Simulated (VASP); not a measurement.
# GaSb (Pm-3m) in VASP: a series of runs

The runs below take GaSb through single point, with r2SCAN, HSE06.

Program: VASP 6.6.1. These are calculated values, not measurements. Logs are shortened: lines on timing, memory, paths and dates and some standing lists are left out, and cuts for length are marked.

## 1. The structure

Symmetry: Pm-3m, No. 221, cubic system. Conventional cell: a = 3.582 Å, b = 3.582 Å, c = 3.582 Å, α = 90.00°, β = 90.00°, γ = 90.00°. Ga (site symmetry m-3m) is surrounded by 8 Sb at 3.10 Å. Around Sb (site symmetry m-3m) lie 8 Ga at 3.10 Å.

The cell was built by a generator and needn't be a form met in nature.

## 2. Single point, r2SCAN

The input, POSCAR:

```
GaSb
1.0
    3.5818184809      0.0000000000      0.0000000000
    0.0000000000      3.5818184809      0.0000000000
    0.0000000000      0.0000000000      3.5818184809
Ga Sb
1 1
Direct
    0.0000000000      0.0000000000      0.0000000000
    0.5000000000      0.5000000000      0.5000000000
```

The input, INCAR.step1:

```
  PREC = Accurate
  ENCUT = 520
  ISMEAR = -1
  SIGMA = 0.02
  LREAL = False
  LASPH = True
  NELM = 100
  NBANDS = 16
  GGA = PE
  ALGO = Normal
  EDIFF = 1E-4
  LWAVE = True
  LCHARG = False
```

The input, INCAR.step2:

```
  PREC = Accurate
  ENCUT = 520
  EDIFF = 1E-6
  ISMEAR = -1
  SIGMA = 0.02
  LREAL = False
  LASPH = True
  NELM = 100
  ALGO = Normal
  ISIF = 2
  LWAVE = False
  LCHARG = True
  METAGGA = R2SCAN
  LMIXTAU = True
  LELF = True
  LVHAR = True
  NBANDS = 16
  ISTART = 1
```

The input, KPOINTS:

```
regular mesh
0
Gamma
  6 6 6
```

Potentials or basis: VASP PAW PBE potentials, release 64 (Ga_d, Sb).

Command:

```console
cat potpaw_PBE.64/Ga_d/POTCAR potpaw_PBE.64/Sb/POTCAR > POTCAR
cp INCAR.step1 INCAR
mpirun -np 1 vasp_std > vasp.out
cp INCAR.step2 INCAR
mpirun -np 1 vasp_std > vasp.out
```

OUTCAR:

```text
PREC = Accurate
   ENCUT = 520
   EDIFF = 1E-6
   ISMEAR = -1
   LREAL = False
   LASPH = True
   NELM = 100
   ISIF = 2
   METAGGA = R2SCAN
   ISTART = 1

 ion  position               nearest neighbor table
   1  0.000  0.000  0.000-   2 3.10   2 3.10   2 3.10   2 3.10   2 3.10   2 3.10   2 3.10   2 3.10

   2  0.500  0.500  0.500-   1 3.10   1 3.10   1 3.10   1 3.10   1 3.10   1 3.10   1 3.10   1 3.10

  LATTYP: Found a simple cubic cell.
 ALAT       =     3.5818184809

  Lattice vectors:

 A1 = (   3.5818184809,   0.0000000000,   0.0000000000)
 A2 = (   0.0000000000,   3.5818184809,   0.0000000000)
 A3 = (   0.0000000000,   0.0000000000,   3.5818184809)

Analysis of symmetry for initial positions (statically):
=====================================================================
 Subroutine PRICEL returns:
 Original cell was already a primitive cell.

 Routine SETGRP: Setting up the symmetry group for a
 simple cubic supercell.

 Subroutine GETGRP returns: Found 48 space group operations
 (whereof 48 operations were pure point group operations)
 out of a pool of 48 trial point group operations.

The static configuration has the point symmetry O_h .

Analysis of symmetry for dynamics (positions and initial velocities):
=====================================================================
 Subroutine PRICEL returns:
 Original cell was already a primitive cell.

 Routine SETGRP: Setting up the symmetry group for a
 simple cubic supercell.

 Subroutine GETGRP returns: Found 48 space group operations
 (whereof 48 operations were pure point group operations)
 out of a pool of 48 trial point group operations.

The dynamic configuration has the point symmetry O_h .

 Subroutine INISYM returns: Found 48 space group operations
 (whereof 48 operations are pure point group operations),
 and found     1 'primitive' translations

----------------------------------------------------------------------------------------

                                     Primitive cell

  volume of cell :      45.9527

  direct lattice vectors                    reciprocal lattice vectors
     3.581818481  0.000000000  0.000000000     0.279187794  0.000000000  0.000000000
     0.000000000  3.581818481  0.000000000     0.000000000  0.279187794  0.000000000
     0.000000000  0.000000000  3.581818481     0.000000000  0.000000000  0.279187794

  length of vectors
     3.581818481  3.581818481  3.581818481     0.279187794  0.279187794  0.279187794

  position of ions in fractional coordinates (direct lattice)
     0.000000000  0.000000000  0.000000000
     0.500000000  0.500000000  0.500000000

  ion indices of the primitive-cell ions
   primitive index   ion index
                 1           1
                 2           2

----------------------------------------------------------------------------------------

 KPOINTS: regular mesh

Automatic generation of k-mesh.
 Grid dimensions read from file:
 generate k-points for:    6    6    6

 Generating k-lattice:

  Cartesian coordinates                     Fractional coordinates (reciprocal lattice)
     0.046531299  0.000000000  0.000000000     0.166666667  0.000000000  0.000000000
     0.000000000  0.046531299  0.000000000     0.000000000  0.166666667  0.000000000
     0.000000000  0.000000000  0.046531299     0.000000000  0.000000000  0.166666667

  Length of vectors
     0.046531299  0.046531299  0.046531299

  Shift w.r.t. Gamma in fractional coordinates (k-lattice)
     0.000000000  0.000000000  0.000000000

 Subroutine IBZKPT returns following result:
 ===========================================

 Found     20 irreducible k-points:

 Following reciprocal coordinates:
            Coordinates               Weight
  0.000000  0.000000  0.000000      1.000000
  0.166667  0.000000  0.000000      6.000000
  0.333333  0.000000  0.000000      6.000000
  0.500000  0.000000  0.000000      3.000000
  0.166667  0.166667  0.000000     12.000000
  0.333333  0.166667  0.000000     24.000000
[... 12 lines left out ...]
  0.500000  0.500000  0.333333      6.000000
  0.500000  0.500000  0.500000      1.000000
   k-points           NKPTS =     20   k-points in BZ     NKDIM =     20   number of bands    NBANDS=     16
   number of dos      NEDOS =    301   number of ions     NIONS =      2
   total plane-waves  NPLWV =  21952
   dimension x,y,z NGX =    28 NGY =   28 NGZ =   28
   dimension x,y,z NGXF=    56 NGYF=   56 NGZF=   56
   ions per type =               1   1
   NGX,Y,Z   is equivalent  to a cutoff of  13.00, 13.00, 13.00 a.u.
   NGXF,Y,Z  is equivalent  to a cutoff of  25.99, 25.99, 25.99 a.u.
 SYSTEM =  unknown system
   PREC   = accura    normal or accurate (medium, high low for compatibility)
   ISTART =      1    job   : 0-new  1-cont  2-samecut
   ICHARG =      0    charge: 1-file 2-atom 10-const
   ISPIN  =      1    spin polarized calculation?
   LNONCOLLINEAR =      F non collinear calculations
   LSORBIT =      F    spin-orbit coupling
   LASPH  =      T    aspherical Exc in radial PAW
   ENCUT  =  520.0 eV  38.22 Ry    6.18 a.u.   6.66  6.66  6.66*2*pi/ulx,y,z
   NELM   =    100;   NELMIN=  2; NELMDL=  0     # of ELM steps
   EDIFF  = 0.1E-05   stopping-criterion for ELM
   LREAL  =      F    real-space projection
   EDIFFG = 0.1E-04   stopping-criterion for IOM
   NSW    =      0    number of steps for IOM
   IBRION =     -1    ionic relax: 0-MD 1-quasi-New 2-CG
   NFREE  =      0    steps in history (QN), initial steepest desc. (CG)
   ISIF   =      2    stress and relaxation
   ISYM   =      2    0-nonsym 1-usesym 2-fastsym
   POTIM  = 0.5000    time-step for ionic-motion
   TEBEG  =    0.0;   TEEND  =   0.0 temperature during run
   PSTRESS=    0.0 pullay stress
   NELECT =      18.0000    total number of electrons
   NUPDOWN=      -1.0000    fix difference up-down
   EMIN   =  10.00;   EMAX   =-10.00  energy-range for DOS
   EFERMI =   0.00;   METHOD = LEGACY
   ISMEAR =    -1;   SIGMA  =   0.02  broadening in eV -4-tet -1-fermi 0-gaus
   EFERMI_NEDOS =   21; number of points for ismear=-14 and -15
   IALGO  =     38    algorithm
   IMIX   =      4    mixing-type and parameters
     AMIX     =   0.40;   BMIX     =  1.00
     AMIX_MAG =   1.60;   BMIX_MAG =  1.00
  volume/ion in A,a.u.               =      22.98       155.05
  Fermi-wavevector in a.u.,A,eV,Ry     =   1.197831  2.263572 19.521616  1.434798
  Thomas-Fermi vector in A             =   2.333735
   LORBIT       =      0    0 simple, 1 ext, 2 COOP (PROOUT), +10 PAW based schemes
   METAGGA = R2SCAN    functional components
   LHFCALC =     F    Hartree Fock is set to
   AEXX    =    0.0000 exact exchange contribution
   IVDW    =     0    specifies the selected vdW correction
   LEPSILON=     F    determine dielectric tensor
   LRPA    =     F    only Hartree local field effects (RPA)
 non-spin polarized calculation
  energy-cutoff  :      520.00
  volume of cell :       45.95
 maximum number of plane-waves:      1253
 NGX is ok and might be reduce to    28
   NGX = 13   NGY = 13   NGZ = 13

 number of electron      18.0000008 magnetization

 Free energy of the ion-electron system (eV)
  ---------------------------------------------------
  ext. energy  EPLUGINS =         0.00000000
  ---------------------------------------------------
  free energy    TOTEN  =       -36.61196004 eV

  energy without entropy =      -36.60856812  energy(sigma->0) =      -36.61026408

 E-fermi :   7.1191     XC(G=0): -11.3290

 val. band max:        7.1165551799   @ k =   0.5000   0.1667   0.1667
 cond. band min:       7.1325502260   @ k =   0.5000   0.3333   0.3333
 fundamental gap:      0.0159950462
 Fermi energy:         7.1190849003

 k-point     1 :       0.0000    0.0000    0.0000
  band No.  band energies     occupation
      1      -8.2556      2.00000
      2      -8.2556      2.00000
      3      -8.2056      2.00000
      4      -8.2056      2.00000
      5      -8.2056      2.00000
      6      -5.7082      2.00000
[... 8 lines left out ...]
     15      16.4151      0.00000
     16      20.5366      0.00000

 k-point     2 :       0.1667    0.0000    0.0000
  band No.  band energies     occupation
      1      -8.2545      2.00000
      2      -8.2431      2.00000
      3      -8.2124      2.00000
      4      -8.2124      2.00000
      5      -8.2054      2.00000
      6      -5.3794      2.00000
[... 8 lines left out ...]
     15      14.9892      0.00000
     16      19.1759      0.00000

 k-point     3 :       0.3333    0.0000    0.0000
  band No.  band energies     occupation
      1      -8.2524      2.00000
      2      -8.2258      2.00000
      3      -8.2258      2.00000
      4      -8.2188      2.00000
      5      -8.2048      2.00000
      6      -4.4430      2.00000
[... 8 lines left out ...]
     15      16.4834      0.00000
     16      18.1662      0.00000

 k-point     4 :       0.5000    0.0000    0.0000
  band No.  band energies     occupation
      1      -8.2513      2.00000
      2      -8.2325      2.00000
      3      -8.2325      2.00000
      4      -8.2070      2.00000
      5      -8.2046      2.00000
      6      -3.5336      2.00000
[... 8 lines left out ...]
     15      14.8063      0.00000
     16      22.0029      0.00000

 k-point     5 :       0.1667    0.1667    0.0000
  band No.  band energies     occupation
      1      -8.2480      2.00000
      2      -8.2356      2.00000
      3      -8.2223      2.00000
      4      -8.2131      2.00000
      5      -8.2102      2.00000
      6      -5.0483      2.00000
[... 8 lines left out ...]
     15      15.6775      0.00000
     16      18.4166      0.00000

 k-point     6 :       0.3333    0.1667    0.0000
  band No.  band energies     occupation
      1      -8.2443      2.00000
      2      -8.2407      2.00000
      3      -8.2242      2.00000
      4      -8.2120      2.00000
      5      -8.2100      2.00000
      6      -4.1102      2.00000
[... 8 lines left out ...]
     15      17.8870      0.00000
     16      18.4411      0.00000

 k-point     7 :       0.5000    0.1667    0.0000
  band No.  band energies     occupation
      1      -8.2503      2.00000
      2      -8.2423      2.00000
      3      -8.2303      2.00000
      4      -8.2094      2.00000
      5      -8.1998      2.00000
      6      -3.2082      2.00000
[... 8 lines left out ...]
     15      16.8512      0.00000
     16      19.4833      0.00000

 k-point     8 :       0.3333    0.3333    0.0000
  band No.  band energies     occupation
      1      -8.2701      2.00000
      2      -8.2332      2.00000
      3      -8.2222      2.00000
      4      -8.2193      2.00000
      5      -8.1919      2.00000
      6      -3.1840      2.00000
[... 8 lines left out ...]
     15      16.7845      0.00000
     16      18.1752      0.00000

 k-point     9 :       0.5000    0.3333    0.0000
  band No.  band energies     occupation
      1      -8.2835      2.00000
      2      -8.2301      2.00000
      3      -8.2260      2.00000
      4      -8.2191      2.00000
      5      -8.1800      2.00000
      6      -2.3380      2.00000
[... 8 lines left out ...]
     15      17.1956      0.00000
     16      17.4147      0.00000
[... 96 lines left out ...]
 k-point    15 :       0.5000    0.3333    0.1667
  band No.  band energies     occupation
      1      -8.2774      2.00000
      2      -8.2379      2.00000
      3      -8.2287      2.00000
      4      -8.2155      2.00000
      5      -8.1790      2.00000
      6      -2.0528      2.00000
[... 8 lines left out ...]
     15      17.9924      0.00000
     16      19.9869      0.00000

 k-point    16 :       0.5000    0.5000    0.1667
  band No.  band energies     occupation
      1      -8.2910      2.00000
      2      -8.2349      2.00000
      3      -8.2349      2.00000
      4      -8.2112      2.00000
      5      -8.1678      2.00000
      6      -1.3850      2.00000
[... 8 lines left out ...]
     15      19.2757      0.00000
     16      19.2757      0.00000

 k-point    17 :       0.3333    0.3333    0.3333
  band No.  band energies     occupation
      1      -8.2616      2.00000
      2      -8.2485      2.00000
      3      -8.2485      2.00000
      4      -8.1895      2.00000
      5      -8.1895      2.00000
      6      -2.0193      2.00000
[... 8 lines left out ...]
     15      20.9028      0.00000
     16      20.9028      0.00000

 k-point    18 :       0.5000    0.3333    0.3333
  band No.  band energies     occupation
      1      -8.2683      2.00000
      2      -8.2579      2.00000
      3      -8.2473      2.00000
      4      -8.1888      2.00000
      5      -8.1751      2.00000
      6      -1.3030      2.00000
[... 8 lines left out ...]
     15      21.4255      0.00000
     16      21.5400      0.00000

 k-point    19 :       0.5000    0.5000    0.3333
  band No.  band energies     occupation
      1      -8.2750      2.00000
      2      -8.2565      2.00000
      3      -8.2565      2.00000
      4      -8.1816      2.00000
      5      -8.1672      2.00000
      6      -0.7373      2.00000
[... 8 lines left out ...]
     15      23.2300      0.00000
     16      23.2300      0.00000

 k-point    20 :       0.5000    0.5000    0.5000
  band No.  band energies     occupation
      1      -8.2671      2.00000
      2      -8.2671      2.00000
      3      -8.2671      2.00000
      4      -8.1668      2.00000
      5      -8.1668      2.00000
      6      -0.2731      2.00000
[... 8 lines left out ...]
     15      25.1509      0.00000
     16      25.3451      0.00000

------------------------ aborting loop because EDIFF is reached ----------------------------------------

  FORCE on cell =-STRESS in cart. coord.  units (eV):
  Direction    XX          YY          ZZ          XY          YZ          ZX
  --------------------------------------------------------------------------------------
  -------------------------------------------------------------------------------------
  Total       -0.0289781     -0.0289781     -0.0289781      0.0000000      0.0000000      0.0000000
  in kB       -1.0103463     -1.0103463     -1.0103463      0.0000000      0.0000000      0.0000000
  external PRESSURE =      -1.0103463 kB  Pullay stress =       0.0000000 kB

 VOLUME and BASIS-vectors are now :
 -----------------------------------------------------------------------------
  energy-cutoff  :      520.00
  volume of cell :       45.95
      direct lattice vectors                 reciprocal lattice vectors
     3.581818481  0.000000000  0.000000000     0.279187794  0.000000000  0.000000000
     0.000000000  3.581818481  0.000000000     0.000000000  0.279187794  0.000000000
     0.000000000  0.000000000  3.581818481     0.000000000  0.000000000  0.279187794

 POSITION                                       TOTAL-FORCE (eV/Angst)
 -----------------------------------------------------------------------------------
      0.00000      0.00000      0.00000         0.000000      0.000000      0.000000
      1.79091      1.79091      1.79091         0.000000      0.000000      0.000000
 -----------------------------------------------------------------------------------
    total drift:                               -0.000000     -0.000000     -0.000000

  FREE ENERGIE OF THE ION-ELECTRON SYSTEM (eV)
  ---------------------------------------------------
  free  energy   TOTEN  =       -36.6119600437 eV

  energy  without entropy=      -36.6085681187  energy(sigma->0) =      -36.61026408
```

Wall time 67 s (1 thread of AMD EPYC 7R43 (Zen 3), shared host); peak memory 0.13 GiB.

What came out:

| Property | Result |
| --- | --- |
| Free energy | -36.6120 eV |
| Pressure | -0.1 GPa |
| Band gap on the k mesh | none (metal or under the smearing width) |

Caveat: the PAW data sets were made with another functional, which shifts forces and pressure a little.

## 3. Single point, HSE06

POSCAR is that of step 2.

The input, INCAR.step1:

```
SYSTEM = GaSb
PREC = Accurate ; ENCUT = 520
EDIFF = 1E-5 ; ISMEAR = -1
SIGMA = 0.02 ; LREAL = .False.
LASPH = .True. ; NELM = 100
ALGO = Normal ; ISIF = 2
LWAVE = .True. ; LCHARG = .False.
GGA = PE ; NBANDS = 16
```

The input, INCAR.step2:

```
SYSTEM = GaSb
PREC = Accurate ; ENCUT = 520
EDIFF = 1E-6 ; ISMEAR = -1
SIGMA = 0.02 ; LREAL = .False.
LASPH = .True. ; NELM = 100
ALGO = Normal ; ISIF = 2
LWAVE = .False. ; LCHARG = .False.
GGA = PE ; LHFCALC = .True.
HFSCREEN = 0.2079 ; PRECFOCK = Normal
ISTART = 1 ; NBANDS = 16
```

The input, KPOINTS:

```
regular mesh
0
Gamma
  4 4 4
  0 0 0
```

Potentials or basis: VASP PAW PBE potentials, release 64 (Ga_d, Sb).

Command:

```console
cat potpaw_PBE.64/Ga_d/POTCAR potpaw_PBE.64/Sb/POTCAR > POTCAR
cp INCAR.step1 INCAR
mpirun -np 1 vasp_std > vasp.out
cp INCAR.step2 INCAR
mpirun -np 1 vasp_std > vasp.out
```

Wall time 9.7 min (1 thread of AMD EPYC 7R43 (Zen 3), shared host); peak memory 0.23 GiB.

The run converged. Its results:

```yaml
Free_energy: -8.1953 eV
Pressure: -1.5 GPa
Band_gap_on_the_k_mesh: none (metal or under the smearing width)
```

Levels at points of the mesh, in eV from the Fermi level:
```tsv
k point	band 7	band 8	band 9	band 10	band 11	band 12
(0.00, 0.00, 0.00)	-2.23	-0.88	-0.88	-0.88	4.18	4.18
(0.50, 0.00, 0.00)	-9.24	1.69	1.69	2.61	3.07	3.92
(0.50, 0.50, 0.00)	-5.88	-5.79	-5.79	2.99	5.68	6.71
(0.50, 0.50, 0.50)	-3.86	-3.11	-3.11	-3.11	-0.93	-0.93
```

Caveat: the k mesh is coarse (spacing up to 0.44 Å⁻¹), so the values aren't converged, least of all with exact exchange; the PAW data sets were made with another functional, which shifts forces and pressure a little. Spin-orbit coupling is left out, which matters for the levels of Sb.
